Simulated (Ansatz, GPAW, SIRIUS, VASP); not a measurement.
One calculation of TiCo, 5 ways

```
Co Ti
1.0
     2.98611    0.00000    0.00000
     0.00000    2.98611    0.00000
     0.00000    0.00000    2.98611
Co Ti
1 1
Direct
  0.50552 0.50227 0.49660
  0.00479 0.99145 0.99640
```

The cell comes from a database or a generator and needn't be the stable form of this composition.

Atoms were shifted at random by some hundredths of an Å from the given cell, which wasn't relaxed again for these runs.

Alike in all runs: task single point; functional PBEsol; k mesh 9 × 9 × 9; occupations fermi-dirac, width 0.05 eV; collinear spin, ferromagnetic start; no spin-orbit coupling. Pressure is positive in compression and, in plane waves, holds the error of the finite cutoff, which Ansatz's Pulay term estimates and takes out.

```tsv
program and potentials	plane-wave cutoff (eV)	notes	pressure (GPa)	net moment per atom (μB)	largest force (eV/Å)	energy over the undisturbed cell (meV/atom)
Ansatz, Ansatz PAW	420	potentials made for PBE, which Ansatz adapts in part; 14.5 valence electrons an atom on average; Pulay term of +0.09 GPa included	-8.10	0.36	0.146	1.20
SIRIUS, PseudoDojo 0.4.1 PBEsol standard (scalar relativistic)	1307	14.5 valence electrons an atom on average	-8.22	0.34	0.145	-
Ansatz, all-electron LAPW, scalar-relativistic	-	-	-8.04	0.37	0.147	-
VASP, PBE PAW files Co, Ti_sv, 520 eV	520	potentials made for PBE; 10.5 valence electrons an atom on average	-8.60	0.33	0.143	-
GPAW, PAW data sets generated for this functional	600	10.5 valence electrons an atom on average	?	?	?	?
```

Q: Estimate from the other rows what the run with GPAW, PAW data sets generated for this functional gave.

A: Pressure -8.42 GPa; net moment per atom 0.35 μB; largest force 0.150 eV/Å; energy over the undisturbed cell 1.23 meV/atom. The other rows, which needn't bracket it: pressure -8.60 to -8.04; net moment per atom 0.33 to 0.37; largest force 0.143 to 0.147; energy over the undisturbed cell 1.20.
